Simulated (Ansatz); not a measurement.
# BaS: pressure against volume

Aim: scale the cell of BaS up and down at fixed shape and fractional positions, and get the equilibrium volume and bulk modulus with LAPW, PAW and all-electron datasets made for the crystal.

Program: Ansatz 0.2.0. Level of theory: DFT PBE, scalar-relativistic. These are calculated values, not measurements.

### Step 1. The starting structure

The structure is cubic, space group Fm-3m (No. 225). Conventional cell: a = 6.388 Å, b = 6.388 Å, c = 6.388 Å, α = 90.00°, β = 90.00°, γ = 90.00°. Ba (site symmetry m-3m) has 6 S at 3.19 Å as nearest neighbours. Around S (site symmetry m-3m) lie 6 Ba at 3.19 Å.

Structure file:

```xyz
2
Lattice="0.0000 3.1938 3.1938 3.1938 0.0000 3.1938 3.1938 3.1938 0.0000" Properties=species:S:1:pos:R:3 pbc="T T T"
Ba    0.0000    0.0000    0.0000
S     3.1938    3.1938    3.1938
```

Atoms are numbered in the order of the input: Ba1, S2.

### Step 2. Volume × 0.96, LAPW

Input file input.yaml:

```yaml
crystal:
  lattice:
    - [0.0, 3.150585925, 3.150585925]
    - [3.150585925, 0.0, 3.150585925]
    - [3.150585925, 3.150585925, 0.0]
  atoms:
    - { symbol: Ba, position: [0.0, 0.0, 0.0] }
    - { symbol: S, position: [0.5, 0.5, 0.5] }
kpoints:
  mp_grid: { grid: [8, 8, 8] }
  band_path:
    path:
      - [0.0, 0.0, 0.0]
      - [0.5, 0.0, 0.5]
      - [0.625, 0.25, 0.625]
      - [0.375, 0.375, 0.75]
      - [0.0, 0.0, 0.0]
      - [0.5, 0.5, 0.5]
      - [0.5, 0.25, 0.75]
      - [0.5, 0.0, 0.5]
    npoints: 5
scf:
  occupations: { method: fermi_dirac, width: 0.02 }
hamiltonian:
  xc: pbe
  pseudopotentials: { kind: all_electron, lapw: { basis_error: 0.00025 } }
output:
  forces: true
  stress: true
  eigenvalues: true
```

Started as:

```sh
$ ansatz run input.yaml --threads 1 --pin off --max-ram 3072MiB --backend cpu --events-out ev --progress --plain --runs-dir out
```

### Step 3. Volume × 0.96, PAW

Input file input.yaml:

```yaml
crystal:
  lattice:
    - [0.0, 3.150585925, 3.150585925]
    - [3.150585925, 0.0, 3.150585925]
    - [3.150585925, 3.150585925, 0.0]
  atoms:
    - { symbol: Ba, position: [0.0, 0.0, 0.0] }
    - { symbol: S, position: [0.5, 0.5, 0.5] }
kpoints:
  mp_grid: { grid: [8, 8, 8] }
scf:
  occupations: { method: fermi_dirac, width: 0.02 }
hamiltonian:
  xc: pbe
  pseudopotentials: { kind: paw }
output:
  forces: true
  stress: true
  eigenvalues: true
  efg: { contact_densities: true }
  write_density: true
  write_potential: true
  elf: true
  volumetric_format: npy
```

### Step 4. Volume × 0.96, crystal datasets

Edit input.yaml of step 3 so:

```diff
@@ -14,3 +14,3 @@
   xc: pbe
-  pseudopotentials: { kind: paw }
+  pseudopotentials: { kind: all_electron, datasets: crystal }
 output:
@@ -20,5 +20 @@
   efg: { contact_densities: true }
-  write_density: true
-  write_potential: true
-  elf: true
-  volumetric_format: npy
```

### Step 5. Volume × 0.99, LAPW

Input file input.yaml:

```yaml
crystal:
  lattice:
    - [0.0, 3.1830684821, 3.1830684821]
    - [3.1830684821, 0.0, 3.1830684821]
    - [3.1830684821, 3.1830684821, 0.0]
  atoms:
    - { symbol: Ba, position: [0.0, 0.0, 0.0] }
    - { symbol: S, position: [0.5, 0.5, 0.5] }
kpoints:
  mp_grid: { grid: [8, 8, 8] }
  band_path:
    path:
      - [0.0, 0.0, 0.0]
      - [0.5, 0.0, 0.5]
      - [0.625, 0.25, 0.625]
      - [0.375, 0.375, 0.75]
      - [0.0, 0.0, 0.0]
      - [0.5, 0.5, 0.5]
      - [0.5, 0.25, 0.75]
      - [0.5, 0.0, 0.5]
    npoints: 5
scf:
  occupations: { method: fermi_dirac, width: 0.02 }
hamiltonian:
  xc: pbe
  pseudopotentials: { kind: all_electron, lapw: { basis_error: 0.00025 } }
output:
  forces: true
  stress: true
  eigenvalues: true
```

### Step 6. Volume × 0.99, PAW

Input file input.yaml:

```yaml
crystal:
  lattice:
    - [0.0, 3.1830684821, 3.1830684821]
    - [3.1830684821, 0.0, 3.1830684821]
    - [3.1830684821, 3.1830684821, 0.0]
  atoms:
    - { symbol: Ba, position: [0.0, 0.0, 0.0] }
    - { symbol: S, position: [0.5, 0.5, 0.5] }
kpoints:
  mp_grid: { grid: [8, 8, 8] }
scf:
  occupations: { method: fermi_dirac, width: 0.02 }
hamiltonian:
  xc: pbe
  pseudopotentials: { kind: paw }
output:
  forces: true
  stress: true
  eigenvalues: true
  efg: { contact_densities: true }
  write_density: true
  write_potential: true
  elf: true
  volumetric_format: npy
```

### Step 7. Volume × 0.99, crystal datasets

Edit input.yaml of step 6 so:

```diff
@@ -14,3 +14,3 @@
   xc: pbe
-  pseudopotentials: { kind: paw }
+  pseudopotentials: { kind: all_electron, datasets: crystal }
 output:
@@ -20,5 +20 @@
   efg: { contact_densities: true }
-  write_density: true
-  write_potential: true
-  elf: true
-  volumetric_format: npy
```

### Step 8. Volume × 1.02, LAPW

Input file input.yaml:

```yaml
crystal:
  lattice:
    - [0.0, 3.2149012787, 3.2149012787]
    - [3.2149012787, 0.0, 3.2149012787]
    - [3.2149012787, 3.2149012787, 0.0]
  atoms:
    - { symbol: Ba, position: [0.0, 0.0, 0.0] }
    - { symbol: S, position: [0.5, 0.5, 0.5] }
kpoints:
  mp_grid: { grid: [8, 8, 8] }
  band_path:
    path:
      - [0.0, 0.0, 0.0]
      - [0.5, 0.0, 0.5]
      - [0.625, 0.25, 0.625]
      - [0.375, 0.375, 0.75]
      - [0.0, 0.0, 0.0]
      - [0.5, 0.5, 0.5]
      - [0.5, 0.25, 0.75]
      - [0.5, 0.0, 0.5]
    npoints: 5
scf:
  occupations: { method: fermi_dirac, width: 0.02 }
hamiltonian:
  xc: pbe
  pseudopotentials: { kind: all_electron, lapw: { basis_error: 0.00025 } }
output:
  forces: true
  stress: true
  eigenvalues: true
```

### Step 9. Volume × 1.02, PAW

Input file input.yaml:

```yaml
crystal:
  lattice:
    - [0.0, 3.2149012787, 3.2149012787]
    - [3.2149012787, 0.0, 3.2149012787]
    - [3.2149012787, 3.2149012787, 0.0]
  atoms:
    - { symbol: Ba, position: [0.0, 0.0, 0.0] }
    - { symbol: S, position: [0.5, 0.5, 0.5] }
kpoints:
  mp_grid: { grid: [8, 8, 8] }
scf:
  occupations: { method: fermi_dirac, width: 0.02 }
hamiltonian:
  xc: pbe
  pseudopotentials: { kind: paw }
output:
  forces: true
  stress: true
  eigenvalues: true
  efg: { contact_densities: true }
```

### Step 10. Volume × 1.02, crystal datasets

Edit input.yaml of step 9 so:

```diff
@@ -14,3 +14,3 @@
   xc: pbe
-  pseudopotentials: { kind: paw }
+  pseudopotentials: { kind: all_electron, datasets: crystal }
 output:
```

### Step 11. Volume × 1.06, LAPW

Input file input.yaml:

```yaml
crystal:
  lattice:
    - [0.0, 3.2563884516, 3.2563884516]
    - [3.2563884516, 0.0, 3.2563884516]
    - [3.2563884516, 3.2563884516, 0.0]
  atoms:
    - { symbol: Ba, position: [0.0, 0.0, 0.0] }
    - { symbol: S, position: [0.5, 0.5, 0.5] }
kpoints:
  mp_grid: { grid: [8, 8, 8] }
  band_path:
    path:
      - [0.0, 0.0, 0.0]
      - [0.5, 0.0, 0.5]
      - [0.625, 0.25, 0.625]
      - [0.375, 0.375, 0.75]
      - [0.0, 0.0, 0.0]
      - [0.5, 0.5, 0.5]
      - [0.5, 0.25, 0.75]
      - [0.5, 0.0, 0.5]
    npoints: 5
scf:
  occupations: { method: fermi_dirac, width: 0.02 }
hamiltonian:
  xc: pbe
  pseudopotentials: { kind: all_electron, lapw: { basis_error: 0.00025 } }
output:
  forces: true
  stress: true
  eigenvalues: true
```

### Step 12. Volume × 1.06, PAW

Input file input.yaml:

```yaml
crystal:
  lattice:
    - [0.0, 3.2563884516, 3.2563884516]
    - [3.2563884516, 0.0, 3.2563884516]
    - [3.2563884516, 3.2563884516, 0.0]
  atoms:
    - { symbol: Ba, position: [0.0, 0.0, 0.0] }
    - { symbol: S, position: [0.5, 0.5, 0.5] }
kpoints:
  mp_grid: { grid: [8, 8, 8] }
scf:
  occupations: { method: fermi_dirac, width: 0.02 }
hamiltonian:
  xc: pbe
  pseudopotentials: { kind: paw }
output:
  forces: true
  stress: true
  eigenvalues: true
  efg: { contact_densities: true }
```

### Step 13. Volume × 1.06, crystal datasets

Edit input.yaml of step 12 so:

```diff
@@ -14,3 +14,3 @@
   xc: pbe
-  pseudopotentials: { kind: paw }
+  pseudopotentials: { kind: all_electron, datasets: crystal }
 output:
```

(Steps that only read results are left out.)

**Question.** What will these runs give? Wanted: equilibrium volume; bulk modulus (for each run or level that gives them).

**Answer**, as computed:

| quantity | value |
| --- | --- |
| equilibrium volume (LAPW) | 33.206 Å³/atom |
| bulk modulus (LAPW) | 42 GPa |
| its pressure derivative (LAPW) | 4.5 |
| equilibrium volume (PAW) | 33.206 Å³/atom |
| bulk modulus (PAW) | 42 GPa |
| its pressure derivative (PAW) | 4.5 |
| equilibrium volume (crystal datasets) | 33.206 Å³/atom |
| bulk modulus (crystal datasets) | 42 GPa |
| its pressure derivative (crystal datasets) | 4.5 |

**Reading.** A third-order Birch-Murnaghan fit to the LAPW pressures puts zero pressure at 33.21 Å³/atom, +1.9 % from the given cell, with a bulk modulus of 42 GPa. PAW's volume lies less than 0.01 % and its modulus less than 0.1 % from LAPW's. The gap goes from 2.14 eV at the smallest volume to 2.28 eV at the largest. No thermal or zero-point expansion is included. Spin-orbit coupling is left out, though the cell holds Ba; in elements this heavy it can shift bands and gaps by tenths of an eV.

The gaps are Kohn-Sham values of a semilocal functional, not quasiparticle or optical gaps. Such gaps usually fall short of the measured ones.
